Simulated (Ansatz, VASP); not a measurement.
This is a calculation of GaP for VASP 6.6.1. 

The input INCAR:

```
SYSTEM = GaP
ALGO     = Normal         ! electronic algorithm
EDIFF    = 1E-6           ! SCF threshold, eV
ENCUT    = 520            ! plane-wave cutoff, eV
GGA      = PE             ! functional
ISIF     = 2              ! what is computed and relaxed
ISMEAR   = 0              ! smearing method
LASPH    = .True.         ! aspherical terms in the spheres
LCHARG   = .False.        ! write CHGCAR
LREAL    = .False.        ! projectors in reciprocal space
LWAVE    = .False.        ! write WAVECAR
NBANDS   = 16             ! bands
NELM     = 80             ! most SCF steps
PREC     = Accurate       ! precision mode
SIGMA    = 0.020999999999999998 ! smearing width, eV
```

Contents of KPOINTS:

```
k-points
0
Gamma
  8 8 8
  0 0 0
```

The input POSCAR:

```
GaP
1.0
    0.0000000000      2.7252500000      2.7252500000
    2.7252500000      0.0000000000      2.7252500000
    2.7252500000      2.7252500000      0.0000000000
Ga P
1 1
Direct
    0.0000000000      0.0000000000      0.0000000000
    0.7500000000      0.7500000000      0.7500000000
```

Potentials or basis: VASP PAW PBE potentials, release 64 (Ga_d, P).

Run with:

```console
$ cat potpaw_PBE.64/Ga_d/POTCAR potpaw_PBE.64/P/POTCAR > POTCAR
$ mpirun -np 1 vasp_std > vasp.out
```

Task: Set up the same calculation for Ansatz 0.2.0. Potentials or basis there: all-electron LAPW, scalar-relativistic.

Result: As run (cutoffs and basis follow the program's own potentials, and thresholds, step limits or extra output files can differ):

Contents of input.yaml:

```yaml
crystal:
  lattice:
    - [0.0, 2.72525, 2.72525]
    - [2.72525, 0.0, 2.72525]
    - [2.72525, 2.72525, 0.0]
  atoms:
    - { symbol: Ga, position: [0.0, 0.0, 0.0] }
    - { symbol: P, position: [0.75, 0.75, 0.75] }
kpoints:
  mp_grid: { grid: [8, 8, 8] }
scf:
  occupations: { method: gaussian, width: 0.021 }
hamiltonian:
  xc: pbe
  pseudopotentials: { kind: all_electron, lapw: { basis_error: 0.001 } }
output:
  forces: true
  stress: true
  eigenvalues: true
```

Potentials or basis: all-electron LAPW, scalar-relativistic.

Command:

```bash
$ ansatz run input.yaml --threads 1 --pin off --max-ram 3072MiB --backend cpu --events-out ev --progress --plain --runs-dir out
```

Both were run:

|  | VASP | Ansatz |
| --- | --- | --- |
| Pressure | 2.4 GPa | 2.5 GPa |

Where Ansatz's input types no cutoff or centring, it takes its own default and a Γ-centred mesh.

Pressure is positive in compression.
